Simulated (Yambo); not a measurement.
PbS (Galena): G0W0 quasiparticle levels with PBE

Crystal: PbS (Galena).

```
CELL_PARAMETERS angstrom
0.00000 2.88446 2.88446
2.88446 0.00000 2.88446
2.88446 2.88446 0.00000
ATOMIC_POSITIONS crystal
Pb 0.00000 0.00000 0.00000
S 0.50000 0.50000 0.50000
```

The cell isn't the ideal one: cell squeezed.

```yaml
Program: Yambo 5.3.0
Task: G0W0 quasiparticle levels
Functional: PBE
Potentials_or_basis: PseudoDojo 0.4.1 SR PBE standard
Cutoff: 762 eV
Density_cutoff: 3048 eV
k_mesh: 6 × 6 × 6
Occupations: fermi-dirac, width 0.05 eV
Spin: no spin polarisation
k_mesh_of_the_self-consistent_run: 8 × 8 × 8
Random_integration_of_the_Coulomb_term: yes
Direction_of_the_field_or_of_q_to_0: x + y + z
Broadening: 0.1 eV
States_corrected: Γ and the k points of the band edges
Frequency_dependence_of_W: plasmon pole
Terminator_of_the_band_sum_in_the_self-energy: Bruneval-Gonze
Quasiparticle_equation: linearised (Newton)
Imaginary_frequency_of_the_plasmon-pole_fit: 27.2114 eV
Bands_in_the_response: 90
Bands_in_the_self-energy: 90
Cutoff_of_the_response_matrix: 6 Ry
Cutoff_of_exchange_and_Vxc: 56 Ry
Bands_corrected_first_last: "[9, 12]"
```

The band gap on the k mesh, mean-field level is 0.03 eV, direct.

Quasiparticle terms (eV):
```csv
k point,band,Kohn-Sham level,Vxc,Σx,Σc,Z,result
"(0.000, 0.000, 0.000)",9,-2.73,-12.73,-15.94,2.52,0.77,-3.25
"(0.000, 0.000, 0.000)",10,-2.73,-12.73,-15.94,2.52,0.77,-3.25
"(0.000, 0.000, 0.000)",11,5.33,-11.45,-7.51,-4.35,0.79,5.01
"(0.000, 0.000, 0.000)",12,5.33,-11.45,-7.51,-4.35,0.79,5.01
"(0.000, 0.000, -0.500)",9,-2.27,-13.11,-15.70,2.14,0.78,-2.62
"(0.000, 0.000, -0.500)",10,-0.01,-13.88,-14.24,-0.11,0.79,-0.39
"(0.000, 0.000, -0.500)",11,0.01,-9.81,-7.85,-2.46,0.81,-0.39
"(0.000, 0.000, -0.500)",12,1.63,-10.60,-7.97,-3.10,0.81,1.25
"(0.167, -0.500, -0.333)",9,-4.72,-11.41,-15.41,3.09,0.76,-5.42
"(0.167, -0.500, -0.333)",10,-2.22,-12.83,-15.27,1.82,0.78,-2.70
"(0.167, -0.500, -0.333)",11,3.09,-11.46,-8.17,-3.60,0.80,2.84
"(0.167, -0.500, -0.333)",12,3.96,-10.04,-5.71,-4.43,0.80,3.88
```

Wall time 9.7 min on 1 thread of Arm Neoverse V2, on a shared host.

Caveat: the potentials hold a filled d shell without the s and p states of that shell, which can shift GW gaps by tenths of an eV, either way; the plasmon-pole model is rough for a metal; the ground state has no gap, which makes the many-body step unreliable; this version prints the column dSc/dw multiplied by 27.2; the terminator is approximate in this version, by hundredths of an eV; spin-orbit coupling is left out, which as a rule narrows the gap of such compounds by several tenths of an eV. A k mesh can miss the band edges.
